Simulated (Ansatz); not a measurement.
**BP: changing the share of exact exchange**

Space group F-43m (No. 216). a = 4.538 Å, b = 4.538 Å, c = 4.538 Å, α = 90.00°, β = 90.00°, γ = 90.00°
```csv
atom,site,symmetry,x,y,z
P,4c,-43m,0.2500,0.2500,0.2500
B,4a,-43m,0.0000,0.0000,0.0000
```

Kept alike: task single point; k mesh 6 × 6 × 6; occupations fermi-dirac, width 0.05 eV; no spin polarisation. Program: Ansatz, Ansatz PAW, cutoff 420 eV. The mesh is that of the run's cell of 2 atoms. No spin-orbit coupling.

```tsv
share of exact exchange, α	band gap (eV)	pressure (GPa)
0	1.333	1.26
0.1	1.618	0.13
0.15	?	?
0.25	2.065	-1.49
0.35	2.375	-2.53
0.5	2.858	-4.02
```

Pressure is positive in compression, with a Pulay correction for the finite cutoff. The exact exchange is short-ranged, of HSE form. A gap read on the mesh alone can miss an edge between its points. All rows use potentials made for PBE. The mesh is thin for exact exchange.

Q: Fit the rows shown and predict the run at 0.15.

A: A least-squares line through the rows shown is band gap = 3.048 α + 1.3183 (largest miss 0.0157); at α = 0.15 it gives 1.776 eV. A least-squares line through the rows shown is pressure = -10.567 α + 1.206 (largest miss 0.058); at α = 0.15 it gives -0.38 GPa. The run gave: band gap 1.764 eV; pressure -0.42 GPa.
